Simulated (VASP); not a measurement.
TaN, 2 atoms in the cell. It takes space group Fm-3m (No. 225, cubic). The conventional cell has a = 4.390 Å, b = 4.390 Å, c = 4.390 Å, α = 90.00°, β = 90.00°, γ = 90.00°. Ta (site symmetry m-3m) is surrounded by 6 N at 2.19 Å. Around N (site symmetry m-3m) lie 6 Ta at 2.19 Å. The cell was built by a generator and needn't be a form met in nature.

```yaml
Program: VASP 6.6.1
Task: relaxation of cell and atoms
Functional: PBE
Potentials_or_basis: VASP PAW PBE potentials, release 64 (Ta_pv, N)
Cutoff: 600 eV
k_mesh: 16 × 16 × 16
Occupations: methfessel-paxton, width 0.1 eV
Spin: no spin polarisation
Further_INCAR_settings: ALGO = Fast; EDIFF = 1e-07; IBRION = 2; EDIFFG = -0.005; NSW = 60; ISIF = 3
```

Potentials or basis: VASP PAW PBE potentials, release 64 (Ta_pv, N).

Run with:

```sh
$ cat potpaw_PBE.64/Ta_pv/POTCAR potpaw_PBE.64/N/POTCAR > POTCAR
$ mpirun -np 1 vasp_std > vasp.out
```

Hardware: 1 thread of Intel(R) Xeon(R) Platinum 8375C CPU @ 2.90GHz (Ice Lake), with other jobs on the host.

Task: Estimate the wall time of this run.

Result: It took 3.9 min on 1 thread of Intel(R) Xeon(R) Platinum 8375C CPU @ 2.90GHz (Ice Lake), on a shared host, peak memory 0.21 GiB. Counts: scf iterations 44, k points 145, ion steps 4.
